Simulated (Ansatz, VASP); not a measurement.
**InAs: VASP beside Ansatz**

```
In As
1.0
     0.00000    2.82861    2.82861
     2.82861    0.00000    2.82861
     2.82861    2.82861    0.00000
In As
1 1
Direct
  0.50000 0.50000 0.50000
  0.00000 0.00000 0.00000
```

Alike in both runs: functional PBEsol; k mesh 6 × 6 × 6; occupations fermi-dirac, width 0.1 eV; no spin polarisation.

Ansatz relaxed the structure, and its values are those at the end. VASP's run is a single point on that final structure, the one shown.

```csv
,VASP,Ansatz
version,VASP 6.6.1,Ansatz 0.2.0
potentials or method,"VASP PAW PBE potentials, release 64 (In_d, As)","plane waves, PAW"
plane-wave cutoff (eV),520,420
valence electrons in the cell,18,28
```

Ansatz gave:

* pressure (GPa): 0.0

Question: Estimate VASP's values.

Answer: Pressure (GPa): 0.2.

The functional is the same, so the differences come from potentials, cutoffs and numerics. The two sets of potentials don't hold the same shells in valence.

Caveats: the PAW data sets were made with another functional, which shifts forces and pressure a little (VASP).
